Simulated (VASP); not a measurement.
# Cs2SnI6 (Fm-3m) in VASP: notebook

One crystal, Cs2SnI6, is run at these levels: PBEsol; tasks: relaxation of cell and atoms.

All numbers are computed with VASP 6.6.1; they aren't measurements. Logs are shortened: lines on timing, memory, paths and dates and some standing lists are left out, and cuts for length are marked.

**1. The structure**

The structure is cubic, space group Fm-3m (No. 225). Conventional cell: a = 11.628 Å, b = 11.628 Å, c = 11.628 Å, α = 90.00°, β = 90.00°, γ = 90.00°. Cs (site symmetry -43m) is surrounded by 12 I at 4.11 Å. Sn (site symmetry m-3m) has 6 I at 2.85 Å as nearest neighbours. I (site symmetry 4mm) has 1 Sn at 2.85 Å as nearest neighbours.

**2. Relaxation of cell and atoms, PBEsol**

File INCAR:

```
SYSTEM = Cs2SnI6
PREC = Accurate ; ENCUT = 600
EDIFF = 1E-6 ; ISMEAR = 0
SIGMA = 0.03 ; LREAL = .False.
LASPH = .True. ; NELM = 80
ALGO = Normal ; ISIF = 3
LWAVE = .False. ; LCHARG = .False.
GGA = PS ; IBRION = 2
NSW = 90 ; EDIFFG = -0.01
KPAR = 2
```

File KPOINTS:

```
regular mesh
0
Gamma
  6 6 6
  0 0 0
```

File POSCAR:

```
Cs2SnI6
1.0
    0.0000000000      5.8138000000      5.8138000000
    5.8138000000      0.0000000000      5.8138000000
    5.8138000000      5.8138000000      0.0000000000
Cs Sn I
2 1 6
Direct
    0.2500000000      0.2500000000      0.2500000000
    0.7500000000      0.7500000000      0.7500000000
    0.0000000000      0.0000000000      0.0000000000
    0.7546400000      0.2453600000      0.2453600000
    0.2453600000      0.7546400000      0.2453600000
    0.2453600000      0.7546400000      0.7546400000
    0.7546400000      0.2453600000      0.7546400000
    0.2453600000      0.2453600000      0.7546400000
    0.7546400000      0.7546400000      0.2453600000
```

Potentials or basis: VASP PAW PBE potentials, release 64 (Cs_sv, Sn_d, I).

Launch:

```bash
cat potpaw_PBE.64/Cs_sv/POTCAR potpaw_PBE.64/Sn_d/POTCAR potpaw_PBE.64/I/POTCAR > POTCAR
mpirun -np 2 vasp_std > vasp.out
```

OUTCAR:

```text
SYSTEM = Cs2SnI6
   PREC = Accurate
   ENCUT = 600
   EDIFF = 1E-6
   ISMEAR = 0
   LREAL = .False.
   LASPH = .True.
   NELM = 80
   ISIF = 3
   GGA = PS
   IBRION = 2
   NSW = 90
   EDIFFG = -0.01

 ion  position               nearest neighbor table
   1  0.250  0.250  0.250-
   2  0.750  0.750  0.750-
   3  0.000  0.000  0.000-   4 2.85   5 2.85   6 2.85   7 2.85   8 2.85   9 2.85
   4  0.755  0.245  0.245-   3 2.85
   5  0.245  0.755  0.245-   3 2.85
   6  0.245  0.755  0.755-   3 2.85
   7  0.755  0.245  0.755-   3 2.85
   8  0.245  0.245  0.755-   3 2.85
   9  0.755  0.755  0.245-   3 2.85

  LATTYP: Found a face centered cubic cell.
 ALAT       =    11.6276000000

  Lattice vectors:

 A1 = (   0.0000000000,   5.8138000000,   5.8138000000)
 A2 = (   5.8138000000,   0.0000000000,   5.8138000000)
 A3 = (   5.8138000000,   5.8138000000,   0.0000000000)

Analysis of symmetry for initial positions (statically):
=====================================================================
 Subroutine PRICEL returns:
 Original cell was already a primitive cell.

 Routine SETGRP: Setting up the symmetry group for a
 face centered cubic supercell.

 Subroutine GETGRP returns: Found 48 space group operations
 (whereof 48 operations were pure point group operations)
 out of a pool of 48 trial point group operations.

The static configuration has the point symmetry O_h .

Analysis of symmetry for dynamics (positions and initial velocities):
=====================================================================
 Subroutine PRICEL returns:
 Original cell was already a primitive cell.

 Routine SETGRP: Setting up the symmetry group for a
 face centered cubic supercell.

 Subroutine GETGRP returns: Found 48 space group operations
 (whereof 48 operations were pure point group operations)
 out of a pool of 48 trial point group operations.

The dynamic configuration has the point symmetry O_h .

 Subroutine INISYM returns: Found 48 space group operations
 (whereof 48 operations are pure point group operations),
 and found     1 'primitive' translations

----------------------------------------------------------------------------------------

                                     Primitive cell

  volume of cell :     393.0160

  direct lattice vectors                    reciprocal lattice vectors
     0.000000000  5.813800000  5.813800000    -0.086002270  0.086002270  0.086002270
     5.813800000  0.000000000  5.813800000     0.086002270 -0.086002270  0.086002270
     5.813800000  5.813800000  0.000000000     0.086002270  0.086002270 -0.086002270

  length of vectors
     8.221954809  8.221954809  8.221954809     0.148960302  0.148960302  0.148960302

  position of ions in fractional coordinates (direct lattice)
     0.250000000  0.250000000  0.250000000
     0.750000000  0.750000000  0.750000000
     0.000000000  0.000000000  0.000000000
     0.754640000  0.245360000  0.245360000
     0.245360000  0.754640000  0.245360000
     0.245360000  0.754640000  0.754640000
     0.754640000  0.245360000  0.754640000
     0.245360000  0.245360000  0.754640000
     0.754640000  0.754640000  0.245360000

  ion indices of the primitive-cell ions
   primitive index   ion index
                 1           1
                 2           2
                 3           3
                 4           4
                 5           5
                 6           6
                 7           7
                 8           8
                 9           9

----------------------------------------------------------------------------------------

 KPOINTS: regular mesh

Automatic generation of k-mesh.
 Grid dimensions read from file:
 generate k-points for:    6    6    6

 Generating k-lattice:

  Cartesian coordinates                     Fractional coordinates (reciprocal lattice)
    -0.014333712  0.014333712  0.014333712     0.166666667  0.000000000  0.000000000
     0.014333712 -0.014333712  0.014333712     0.000000000  0.166666667  0.000000000
     0.014333712  0.014333712 -0.014333712     0.000000000  0.000000000  0.166666667

  Length of vectors
     0.024826717  0.024826717  0.024826717

  Shift w.r.t. Gamma in fractional coordinates (k-lattice)
     0.000000000  0.000000000  0.000000000

 Subroutine IBZKPT returns following result:
 ===========================================

 Found     16 irreducible k-points:

 Following reciprocal coordinates:
            Coordinates               Weight
  0.000000  0.000000  0.000000      1.000000
  0.166667  0.000000  0.000000      8.000000
  0.333333  0.000000  0.000000      8.000000
  0.500000  0.000000  0.000000      4.000000
  0.166667  0.166667  0.000000      6.000000
  0.333333  0.166667  0.000000     24.000000
[... 8 lines left out ...]
 -0.333333  0.333333  0.166667     24.000000
 -0.333333  0.500000  0.166667     12.000000
   k-points           NKPTS =     16   k-points in BZ     NKDIM =     16   number of bands    NBANDS=     44
   number of dos      NEDOS =    301   number of ions     NIONS =      9
   total plane-waves  NPLWV = 343000
   dimension x,y,z NGX =    70 NGY =   70 NGZ =   70
   dimension x,y,z NGXF=   140 NGYF=  140 NGZF=  140
   ions per type =               2   1   6
   NGX,Y,Z   is equivalent  to a cutoff of  14.15, 14.15, 14.15 a.u.
   NGXF,Y,Z  is equivalent  to a cutoff of  28.31, 28.31, 28.31 a.u.
 SYSTEM =  Cs2SnI6
   PREC   = accura    normal or accurate (medium, high low for compatibility)
   ISTART =      0    job   : 0-new  1-cont  2-samecut
   ICHARG =      2    charge: 1-file 2-atom 10-const
   ISPIN  =      1    spin polarized calculation?
   LNONCOLLINEAR =      F non collinear calculations
   LSORBIT =      F    spin-orbit coupling
   LASPH  =      T    aspherical Exc in radial PAW
   ENCUT  =  600.0 eV  44.10 Ry    6.64 a.u.  16.42 16.42 16.42*2*pi/ulx,y,z
   NELM   =     80;   NELMIN=  2; NELMDL= -5     # of ELM steps
   EDIFF  = 0.1E-05   stopping-criterion for ELM
   LREAL  =      F    real-space projection
   EDIFFG = -.1E-01   stopping-criterion for IOM
   NSW    =     90    number of steps for IOM
   IBRION =      2    ionic relax: 0-MD 1-quasi-New 2-CG
   NFREE  =      1    steps in history (QN), initial steepest desc. (CG)
   ISIF   =      3    stress and relaxation
   ISYM   =      2    0-nonsym 1-usesym 2-fastsym
   POTIM  = 0.5000    time-step for ionic-motion
   TEBEG  =    0.0;   TEEND  =   0.0 temperature during run
   PSTRESS=    0.0 pullay stress
   NELECT =      74.0000    total number of electrons
   NUPDOWN=      -1.0000    fix difference up-down
   EMIN   =  10.00;   EMAX   =-10.00  energy-range for DOS
   EFERMI =   0.00;   METHOD = LEGACY
   ISMEAR =     0;   SIGMA  =   0.03  broadening in eV -4-tet -1-fermi 0-gaus
   EFERMI_NEDOS =   21; number of points for ismear=-14 and -15
   IALGO  =     38    algorithm
   IMIX   =      4    mixing-type and parameters
     AMIX     =   0.40;   BMIX     =  1.00
     AMIX_MAG =   1.60;   BMIX_MAG =  1.00
  volume/ion in A,a.u.               =      43.67       294.69
  Fermi-wavevector in a.u.,A,eV,Ry     =   0.938315  1.773158 11.979046  0.880435
  Thomas-Fermi vector in A             =   2.065514
   LORBIT       =      0    0 simple, 1 ext, 2 COOP (PROOUT), +10 PAW based schemes
   GGA     = PS    functional components
   LHFCALC =     F    Hartree Fock is set to
   AEXX    =    0.0000 exact exchange contribution
   IVDW    =     0    specifies the selected vdW correction
   LEPSILON=     F    determine dielectric tensor
   LRPA    =     F    only Hartree local field effects (RPA)
 conjugate gradient relaxation of ions
 non-spin polarized calculation
 Gauss-broadening in eV      SIGMA  =   0.03
  energy-cutoff  :      600.00
  volume of cell :      393.02
 maximum number of plane-waves:     13323
 NGX is ok and might be reduce to    70
   NGX = 33   NGY = 33   NGZ = 33

--------------------------------------- Ionic step        1  -------------------------------------------

 number of electron      73.9999996 magnetization

 Free energy of the ion-electron system (eV)
  ---------------------------------------------------
  ext. energy  EPLUGINS =         0.00000000
  ---------------------------------------------------
  free energy    TOTEN  =       -24.86777578 eV

  energy without entropy =      -24.86773247  energy(sigma->0) =      -24.86775413

------------------------ aborting loop because EDIFF is reached ----------------------------------------

  FORCE on cell =-STRESS in cart. coord.  units (eV):
  Direction    XX          YY          ZZ          XY          YZ          ZX
  --------------------------------------------------------------------------------------
  -------------------------------------------------------------------------------------
  Total        0.2423908      0.2423908      0.2423908      0.0000000     -0.0000000     -0.0000000
  in kB        0.9881352      0.9881352      0.9881352      0.0000000     -0.0000000     -0.0000000
  external PRESSURE =       0.9881352 kB  Pullay stress =       0.0000000 kB
[... 157 lines left out ...]
  energy  without entropy=      -24.8746840967  energy(sigma->0) =      -24.87486125

--------------------------------------- Ionic step        5  -------------------------------------------

 number of electron      73.9999998 magnetization

 Free energy of the ion-electron system (eV)
  ---------------------------------------------------
  ext. energy  EPLUGINS =         0.00000000
  ---------------------------------------------------
  free energy    TOTEN  =       -24.87952344 eV

  energy without entropy =      -24.87916844  energy(sigma->0) =      -24.87934594

 E-fermi :   1.9694     XC(G=0):  -8.2044

 val. band max:        1.9472947290   @ k =   0.0000   0.0000   0.0000
 cond. band min:       2.2492267371   @ k =   0.1667   0.0000   0.0000
 fundamental gap:      0.3019320081
 Fermi energy:         1.9693724978

 k-point     1 :       0.0000    0.0000    0.0000
  band No.  band energies     occupation
      1     -19.3991      2.00000
      2     -19.3991      2.00000
      3     -19.3456      2.00000
      4     -19.3456      2.00000
      5     -19.3456      2.00000
      6     -18.4448      2.00000
[... 777 lines left out ...]
  FREE ENERGIE OF THE ION-ELECTRON SYSTEM (eV)
  ---------------------------------------------------
  free  energy   TOTEN  =       -24.8795234363 eV

  energy  without entropy=      -24.8791684432  energy(sigma->0) =      -24.87934594

 reached required accuracy - stopping structural energy minimisation
```

Run time: 9.5 min. Hardware: 2 MPI ranks of AMD EPYC 9R45 (Zen 5), shared host; peak memory 0.93 GiB.

Results:

* Free energy: -24.8795 eV
* Relaxed volume: 43.08 Å³/atom
* Relaxed cell: a = 8.185 Å, b = 8.185 Å, c = 8.185 Å, α = 60.00°, β = 60.00°, γ = 60.00°
* Space group after relaxing (to 0.05 Å): Fm-3m (No. 225)
* Energy gained by relaxing: 1.3 meV/atom
* Ionic steps: 5
* Pressure after relaxing: 0.0 GPa
* Largest force after relaxing: 0.006 eV/Å
* Band gap on the k mesh: none (metal or under the smearing width)

Forces on the atoms (eV/Å):
```
Cs   0.000  0.000  0.000
Cs   0.000  0.000  0.000
Sn   0.000  0.000  0.000
I    0.006  0.000  0.000
I    0.000  0.006  0.000
I   -0.006  0.000  0.000
I    0.000 -0.006  0.000
I    0.000  0.000  0.006
I    0.000  0.000 -0.006
```

Step by step:
```csv
step,energy change (eV),largest force (eV/Å),pressure (GPa),volume (Å³)
1,0.0000,0.1348,0.10,393.02
2,-0.0041,0.0686,-0.07,394.55
3,-0.0045,0.0373,-0.15,395.33
4,-0.0073,0.0311,-0.12,393.42
5,-0.0117,0.0061,-0.03,387.73
```

Final structure:
```xyz
9
Lattice="0.0000 5.7876 5.7876 5.7876 0.0000 5.7876 5.7876 5.7876 0.0000" Properties=species:S:1:pos:R:3 pbc="T T T"
Cs    2.8938    2.8938    2.8938
Cs    8.6814    8.6814    8.6814
Sn    0.0000    0.0000    0.0000
I     2.8705    5.7876    5.7876
I     5.7876    2.8705    5.7876
I     8.7047    5.7876    5.7876
I     5.7876    8.7047    5.7876
I     5.7876    5.7876    2.8705
I     5.7876    5.7876    8.7047
```

Caveat: the PAW data sets were made with another functional, which shifts forces and pressure a little. The run has no spin-orbit coupling, so splittings on Cs, I are missing.

[end of part 1 of 2]
